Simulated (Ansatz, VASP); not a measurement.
# One calculation of Hg, two programs

```
Hg
1.0
    -1.93763    1.93763    1.93763
     1.93763   -1.93763    1.93763
     1.93763    1.93763   -1.93763
Hg
1
Direct
  0.00000 0.00000 0.00000
```

Alike in both runs: functional PBE; k mesh 14 × 14 × 14; occupations gaussian, width 0.1 eV; no spin polarisation.

Ansatz relaxed the structure, and its values are those at the end. VASP's run is a single point on that final structure, the one shown.

|  | VASP | Ansatz |
| --- | --- | --- |
| version | VASP 6.6.1 | Ansatz 0.2.0 |
| potentials or method | VASP PAW PBE potentials, release 64 (Hg) | scalar-relativistic, plane waves, PAW |
| plane-wave cutoff (eV) | 520 | 420 |
| valence electrons in the cell | 12 | 20 |

```tsv
	VASP	Ansatz	Ansatz less VASP
gap on the k mesh at the Fermi level (eV)	none	none	-
pressure (GPa)	0.1	0.0	-0.11
```

A gap of «none» marks a metal or a gap that the smearing closes. The two sets of potentials don't hold the same shells in valence.

Spin-orbit coupling is left out, which matters for the levels of Hg.
